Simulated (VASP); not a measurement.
## VASP inputs for RbBr (zincblende)

INCAR, step 1 (PBE orbitals to start from)

```
NBANDS = 15
LASPH = .TRUE.
ISMEAR = 0
LWAVE = .TRUE.
LREAL = .FALSE.
ENCUT = 520
NELM = 120
PREC = Accurate
EDIFF = 1E-5
GGA = PE
LCHARG = .FALSE.
SIGMA = 0.01
```

INCAR, step 2

```
PRECFOCK = Fast
ISIF = 2
LWAVE = .FALSE.
ALGO = Normal
LASPH = .TRUE.
LHFCALC = .TRUE.
GGA = PE
ISTART = 1
LREAL = .FALSE.
NELM = 120
ENCUT = 520
LCHARG = .FALSE.
SIGMA = 0.01
PREC = Accurate
HFRCUT = -1
NSW = 0
IBRION = -1
NBANDS = 15
AEXX = 0.25
ISMEAR = 0
EDIFF = 1E-7
```

KPOINTS

```
KPOINTS created by Atomic Simulation Environment
0
Gamma
4 4 4
0 0 0
```

KPOINTS_OPT

```
special points
6
Reciprocal
0.0000000000 0.0000000000 0.0000000000 1
0.5000000000 0.0000000000 0.5000000000 1
0.5000000000 0.2500000000 0.7500000000 1
0.3750000000 0.3750000000 0.7500000000 1
0.5000000000 0.5000000000 0.5000000000 1
0.6250000000 0.2500000000 0.6250000000 1
```

POSCAR

```
Rb Br
 1.0000000000000000
     0.0000000000000000    3.8694967141275005    3.8694967141275005
     3.8694967141275005    0.0000000000000000    3.8694967141275005
     3.8694967141275005    3.8694967141275005    0.0000000000000000
 Rb  Br
   1   1
Cartesian
 -0.0000000000000000  0.0000000000000000  0.0000000000000000
  1.9347483570637503  1.9347483570637503  1.9347483570637503
```

VASP ran with the recommended PBE PAW datasets (16 valence electrons in the cell).

Question: Predict the results.

Answer: gap between bands v and c 5.91 eV; least direct gap 5.99 eV; pressure 0.1 GPa.

Band v is the last that the valence electrons fill when counted band by band, and c is the next. Levels in eV from the top of v:

| point | v−1 | v | c | c+1 |
| --- | --- | --- | --- | --- |
| Γ | -0.09 | -0.09 | 5.91 | 10.25 |
| X | 0.00 | 0.00 | 7.75 | 8.62 |
| W | -0.15 | 0.00 | 7.90 | 8.62 |
| K | -0.09 | -0.01 | 7.90 | 8.67 |
| L | -0.04 | -0.04 | 8.18 | 8.33 |
